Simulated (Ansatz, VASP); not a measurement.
# Two plane-wave programs on In

Contents of INCAR:

```
  ALGO = Normal
  EDIFF = 1E-6
  ENCUT = 520
  GGA = RP
  ISIF = 2
  ISMEAR = -1
  LASPH = T
  LCHARG = F
  LREAL = F
  LWAVE = F
  NBANDS = 20
  NELM = 60
  PREC = Accurate
  SIGMA = 0.1
```

File KPOINTS:

```
k-points
0
Gamma
  12 12 7
```

POSCAR

```
In
1.0
    3.3625568134      0.0000000000      0.0000000000
   -1.6812784067      2.9120596220      0.0000000000
    0.0000000000      0.0000000000      5.4573306793
In
2
Direct
    0.3333333333      0.6666666667      0.2500000000
    0.6666666667      0.3333333333      0.7500000000
```

Input for Ansatz:

```yaml
crystal:
  lattice:
    - [3.3625568134, 0.0, 0.0]
    - [-1.6812784067, 2.912059622, 0.0]
    - [0.0, 0.0, 5.4573306793]
  atoms:
    - { symbol: In, position: [0.3333333333, 0.6666666667, 0.25] }
    - { symbol: In, position: [0.6666666667, 0.3333333333, 0.75] }
hamiltonian:
  xc: rpbe
  pseudopotentials:
    kind: paw
    azcp:
      In: "pseudopotentials/In.paw.azcp"
basis:
  ecutwfc: 420
  fft_grid_basis: typed
kpoints:
  mp_grid: { grid: [12, 12, 7], shift: [0, 0, 0] }
magnetization:
  spin_polarized: false
scf:
  occupations: { method: fermi_dirac, width: 0.1 }
  lower_state_search: "off"
output:
  stress: true
```

Alike in both runs: task single point; functional RPBE; k mesh 12 × 12 × 7; occupations fermi-dirac, width 0.1 eV; no spin polarisation.

|  | VASP | Ansatz |
| --- | --- | --- |
| version | VASP 6.6.1 | Ansatz 0.2.0 |
| potentials or method | VASP PAW PBE potentials, release 64 (In_d) | plane waves (420 eV) with PAW, scalar-relativistic |
| plane-wave cutoff (eV) | 520 | 420 |
| valence electrons in the cell | 26 | 26 |

VASP gave:

```
pressure (GPa)                                  : 2.9
largest component of the traceless stress (GPa) : 0.43
```

Problem. Estimate Ansatz's values.

Solution. Pressure (GPa): 3.0; largest component of the traceless stress (GPa): 0.43.

Caveats: the PAW data sets were made with another functional, which shifts forces and pressure a little (VASP).
